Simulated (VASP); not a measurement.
# SnTe (Pm-3m) in VASP: notebook

Runs on SnTe. Level: LDA. Tasks: single point.

Everything below comes from runs of VASP 6.6.1. Logs are shortened: lines on timing, memory, paths and dates and some standing lists are left out, and cuts for length are marked.

### 1 The crystal as given

It takes space group Pm-3m (No. 221, cubic). Conventional cell: a = 3.905 Å, b = 3.905 Å, c = 3.905 Å, α = 90.00°, β = 90.00°, γ = 90.00°. Te (site symmetry m-3m) has 8 Sn at 3.38 Å as nearest neighbours. Sn (site symmetry m-3m) is surrounded by 8 Te at 3.38 Å.

Measurements of this composition are mostly on another form, of space group No. 225.

### 2 Single point, LDA

The input, INCAR:

```
SYSTEM = SnTe
ADDGRID = .False.
ALGO = Normal
EDIFF = 1E-6
ENCUT = 500
GGA = CA
ISIF = 2
ISMEAR = 0
LASPH = .True.
LCHARG = .False.
LREAL = .False.
LWAVE = .False.
NELM = 100
PREC = Accurate
SIGMA = 0.05
```

The input, KPOINTS:

```
k-points
0
Gamma
  3 3 3
  0 0 0
```

The input, POSCAR:

```
SnTe
1.0
    3.9047000000      0.0000000000      0.0000000000
    0.0000000000      3.9047000000      0.0000000000
    0.0000000000      0.0000000000      3.9047000000
Te Sn
1 1
Direct
    0.5000000000      0.5000000000      0.5000000000
    0.0000000000      0.0000000000      0.0000000000
```

Potentials or basis: VASP PAW LDA potentials, release 64 (Te, Sn_d).

Run with:

```bash
> cat potpaw_LDA.64/Te/POTCAR potpaw_LDA.64/Sn_d/POTCAR > POTCAR
> mpirun -np 1 vasp_std > vasp.out
```

OUTCAR:

```text
SYSTEM = SnTe
   EDIFF = 1E-6
   ENCUT = 500
   GGA = CA
   ISIF = 2
   ISMEAR = 0
   LASPH = .True.
   LREAL = .False.
   NELM = 100
   PREC = Accurate

 Found      4 irreducible k-points:

 Following reciprocal coordinates:
            Coordinates               Weight
  0.000000  0.000000  0.000000      1.000000
  0.333333  0.000000  0.000000      6.000000
  0.333333  0.333333  0.000000     12.000000
  0.333333  0.333333  0.333333      8.000000
   k-points           NKPTS =      4   k-points in BZ     NKDIM =      4   number of bands    NBANDS=     14
   number of dos      NEDOS =    301   number of ions     NIONS =      2
   total plane-waves  NPLWV =  21952
   dimension x,y,z NGX =    28 NGY =   28 NGZ =   28
   dimension x,y,z NGXF=    56 NGYF=   56 NGZF=   56
   ions per type =               1   1
   NGX,Y,Z   is equivalent  to a cutoff of  11.92, 11.92, 11.92 a.u.
   NGXF,Y,Z  is equivalent  to a cutoff of  23.84, 23.84, 23.84 a.u.
 SYSTEM =  SnTe
   PREC   = accura    normal or accurate (medium, high low for compatibility)
   ISTART =      0    job   : 0-new  1-cont  2-samecut
   ICHARG =      2    charge: 1-file 2-atom 10-const
   ISPIN  =      1    spin polarized calculation?
   LNONCOLLINEAR =      F non collinear calculations
   LSORBIT =      F    spin-orbit coupling
   LASPH  =      T    aspherical Exc in radial PAW
   ENCUT  =  500.0 eV  36.75 Ry    6.06 a.u.   7.12  7.12  7.12*2*pi/ulx,y,z
   NELM   =    100;   NELMIN=  2; NELMDL= -5     # of ELM steps
   EDIFF  = 0.1E-05   stopping-criterion for ELM
   LREAL  =      F    real-space projection
   EDIFFG = 0.1E-04   stopping-criterion for IOM
   NSW    =      0    number of steps for IOM
   IBRION =     -1    ionic relax: 0-MD 1-quasi-New 2-CG
   NFREE  =      0    steps in history (QN), initial steepest desc. (CG)
   ISIF   =      2    stress and relaxation
   ISYM   =      2    0-nonsym 1-usesym 2-fastsym
   POTIM  = 0.5000    time-step for ionic-motion
   TEBEG  =    0.0;   TEEND  =   0.0 temperature during run
   PSTRESS=    0.0 pullay stress
   NELECT =      20.0000    total number of electrons
   NUPDOWN=      -1.0000    fix difference up-down
   EMIN   =  10.00;   EMAX   =-10.00  energy-range for DOS
   EFERMI =   0.00;   METHOD = LEGACY
   ISMEAR =     0;   SIGMA  =   0.05  broadening in eV -4-tet -1-fermi 0-gaus
   EFERMI_NEDOS =   21; number of points for ismear=-14 and -15
   IALGO  =     38    algorithm
   IMIX   =      4    mixing-type and parameters
     AMIX     =   0.40;   BMIX     =  1.00
     AMIX_MAG =   1.60;   BMIX_MAG =  1.00
  volume/ion in A,a.u.               =      29.77       200.88
  Fermi-wavevector in a.u.,A,eV,Ry     =   1.138057  2.150615 17.621893  1.295173
  Thomas-Fermi vector in A             =   2.274761
   LORBIT       =      0    0 simple, 1 ext, 2 COOP (PROOUT), +10 PAW based schemes
   GGA     = CA    functional components
   LHFCALC =     F    Hartree Fock is set to
   AEXX    =    0.0000 exact exchange contribution
   IVDW    =     0    specifies the selected vdW correction
   LEPSILON=     F    determine dielectric tensor
   LRPA    =     F    only Hartree local field effects (RPA)
 non-spin polarized calculation
 Gauss-broadening in eV      SIGMA  =   0.05
  energy-cutoff  :      500.00
  volume of cell :       59.53
 maximum number of plane-waves:      1514
   NGX = 15   NGY = 15   NGZ = 15

 number of electron      19.9999991 magnetization

 Free energy of the ion-electron system (eV)
  ---------------------------------------------------
  ext. energy  EPLUGINS =         0.00000000
  ---------------------------------------------------
  free energy    TOTEN  =        -8.16756196 eV

  energy without entropy =       -8.16756196  energy(sigma->0) =       -8.16756196

 E-fermi :   7.0335     XC(G=0): -10.0701

 val. band max:        6.7988247687   @ k =   0.3333   0.3333   0.0000
 cond. band min:       7.3385451628   @ k =   0.3333   0.3333   0.3333
 fundamental gap:      0.5397203941
 Fermi energy:         7.0335114268

 k-point     1 :       0.0000    0.0000    0.0000
  band No.  band energies     occupation
      1     -14.7659      2.00000
      2     -14.7659      2.00000
      3     -14.7261      2.00000
      4     -14.7261      2.00000
      5     -14.7261      2.00000
      6      -5.3933      2.00000
      7       1.4263      2.00000
      8       5.1866      2.00000
      9       5.1866      2.00000
     10       5.1866      2.00000
     11      10.4879      0.00000
     12      10.4879      0.00000
     13      12.1048      0.00000
     14      12.1048      0.00000

 k-point     2 :       0.3333    0.0000    0.0000
  band No.  band energies     occupation
      1     -14.7649      2.00000
      2     -14.7412      2.00000
      3     -14.7342      2.00000
      4     -14.7342      2.00000
      5     -14.7256      2.00000
      6      -4.6035      2.00000
      7      -0.6000      2.00000
      8       5.6974      2.00000
      9       6.1339      2.00000
     10       6.1339      2.00000
     11       8.6808      0.00000
     12       9.8618      0.00000
     13       9.8618      0.00000
     14      11.4269      0.00000

 k-point     3 :       0.3333    0.3333    0.0000
  band No.  band energies     occupation
      1     -14.7524      2.00000
      2     -14.7449      2.00000
      3     -14.7332      2.00000
      4     -14.7327      2.00000
      5     -14.7276      2.00000
      6      -3.9322      2.00000
      7      -0.2685      2.00000
      8       2.6590      2.00000
      9       4.7109      2.00000
     10       6.7988      2.00000
     11       8.8552      0.00000
     12       9.8549      0.00000
     13      10.9042      0.00000
     14      13.7432      0.00000

 k-point     4 :       0.3333    0.3333    0.3333
  band No.  band energies     occupation
      1     -14.7434      2.00000
      2     -14.7422      2.00000
      3     -14.7422      2.00000
      4     -14.7269      2.00000
      5     -14.7269      2.00000
      6      -3.4014      2.00000
      7       0.3050      2.00000
      8       3.7347      2.00000
      9       3.7347      2.00000
     10       4.4291      2.00000
     11       7.3385      0.00000
     12       7.3385      0.00000
     13       9.5136      0.00000
     14      15.6466      0.00000

------------------------ aborting loop because EDIFF is reached ----------------------------------------

  FORCE on cell =-STRESS in cart. coord.  units (eV):
  Direction    XX          YY          ZZ          XY          YZ          ZX
  --------------------------------------------------------------------------------------
  -------------------------------------------------------------------------------------
  Total       -0.8119578     -0.8119578     -0.8119578      0.0000000      0.0000000      0.0000000
  in kB      -21.8514894    -21.8514894    -21.8514894      0.0000000      0.0000000      0.0000000
  external PRESSURE =     -21.8514894 kB  Pullay stress =       0.0000000 kB

 VOLUME and BASIS-vectors are now :
 -----------------------------------------------------------------------------
  energy-cutoff  :      500.00
  volume of cell :       59.53
      direct lattice vectors                 reciprocal lattice vectors
     3.904700000  0.000000000  0.000000000     0.256101621  0.000000000  0.000000000
     0.000000000  3.904700000  0.000000000     0.000000000  0.256101621  0.000000000
     0.000000000  0.000000000  3.904700000     0.000000000  0.000000000  0.256101621

 POSITION                                       TOTAL-FORCE (eV/Angst)
 -----------------------------------------------------------------------------------
      1.95235      1.95235      1.95235         0.000000      0.000000      0.000000
      0.00000      0.00000      0.00000         0.000000      0.000000      0.000000
 -----------------------------------------------------------------------------------
    total drift:                               -0.000000      0.000000     -0.000000

  FREE ENERGIE OF THE ION-ELECTRON SYSTEM (eV)
  ---------------------------------------------------
  free  energy   TOTEN  =        -8.1675619573 eV

  energy  without entropy=       -8.1675619573  energy(sigma->0) =       -8.16756196
```

Run time: 2.7 s. Hardware: 1 thread of AMD EPYC 9R14 (Zen 4), shared host; peak memory 0.11 GiB.

These settings aren't checked as converged: the numbers below hold their error.

What came out:

```
Free energy            : -8.1676 eV
Pressure               : -2.2 GPa
Band gap on the k mesh : 0.54 eV, indirect (least direct gap 2.06 eV)
```

Caveat: the k mesh is coarse (spacing up to 0.54 Å⁻¹), so the values aren't converged; spin-orbit coupling is left out, which moves the levels of the heavy elements; an odd mesh through Γ misses points on the zone boundary, where band edges often lie.

### 3 Single point, LDA

INCAR, as its differences from that of step 2:

```diff
@@ -4,3 +4,3 @@
 EDIFF = 1E-6
-ENCUT = 500
+ENCUT = 300
 GGA = CA
```

The input, KPOINTS:

```
k-points
0
Gamma
  4 4 4
  0 0 0
```

POSCAR is that of step 2.

Potentials or basis: VASP PAW LDA potentials, release 64 (Te, Sn_d).

Run with:

```bash
> cat potpaw_LDA.64/Te/POTCAR potpaw_LDA.64/Sn_d/POTCAR > POTCAR
> mpirun -np 1 vasp_std > vasp.out
```

Run time: 3.5 s. Hardware: 1 thread of AMD EPYC 9R14 (Zen 4), shared host; peak memory 0.09 GiB.

These settings aren't checked as converged: the numbers below hold their error.

Results:

```
Free energy            : -8.1675 eV
Pressure               : -4.0 GPa
Band gap on the k mesh : none (metal or under the smearing width)
```

Caveat: the k mesh is coarse (spacing up to 0.40 Å⁻¹), so the values aren't converged.

### 4 Single point, LDA

INCAR, as its differences from that of step 3:

```diff
@@ -4,3 +4,3 @@
 EDIFF = 1E-6
-ENCUT = 300
+ENCUT = 600
 GGA = CA
```

The input, KPOINTS:

```
k-points
0
Gamma
  3 3 3
  0 0 0
```

POSCAR is that of step 3.

Run with:

```bash
> cat potpaw_LDA.64/Te/POTCAR potpaw_LDA.64/Sn_d/POTCAR > POTCAR
> mpirun -np 1 vasp_std > vasp.out
```

It took 3.1 s on 1 thread of AMD EPYC 9R14 (Zen 4), shared host; peak memory 0.12 GiB.

The run converged, but some of its settings lie outside the range that counts as converged, so its numbers aren't taken as properties of the crystal.

What came out:

```
Free energy            : -8.1676 eV
Pressure               : -2.2 GPa
Band gap on the k mesh : 0.54 eV, indirect (least direct gap 2.06 eV)
```

Caveat: the k mesh is coarse (spacing up to 0.54 Å⁻¹), so the values aren't converged; spin-orbit coupling is left out, which moves the levels of the heavy elements; an odd mesh through Γ misses points on the zone boundary, where band edges often lie.

### 5 Single point, LDA

INCAR, as its differences from that of step 4:

```diff
@@ -4,3 +4,3 @@
 EDIFF = 1E-6
-ENCUT = 600
+ENCUT = 350
 GGA = CA
```

The input, KPOINTS:

```
k-points
0
Gamma
  4 4 4
  0 0 0
```

POSCAR is that of step 4.

Run with:

```bash
> cat potpaw_LDA.64/Te/POTCAR potpaw_LDA.64/Sn_d/POTCAR > POTCAR
> mpirun -np 1 vasp_std > vasp.out
```

Run time: 3.5 s. Hardware: 1 thread of AMD EPYC 9R14 (Zen 4), shared host; peak memory 0.09 GiB.

The run converged, but some of its settings lie outside the range that counts as converged, so its numbers aren't taken as properties of the crystal.

Results:

- Free energy: -8.1667 eV
- Pressure: -4.0 GPa
- Band gap on the k mesh: none (metal or under the smearing width)

Caveat: the k mesh is coarse (spacing up to 0.40 Å⁻¹), so the values aren't converged.

### 6 The reference run

An earlier run on the cell as given: functional PBE; potentials or basis VASP PAW PBE potentials, release 64 (Te, Sn_d); cutoff 520 eV; k mesh 7 × 7 × 7; occupations fermi-dirac, width 0.05 eV; no spin polarisation.

* Pressure: -1.1 GPa
* Band gap on the k mesh: none (metal or under the smearing width)
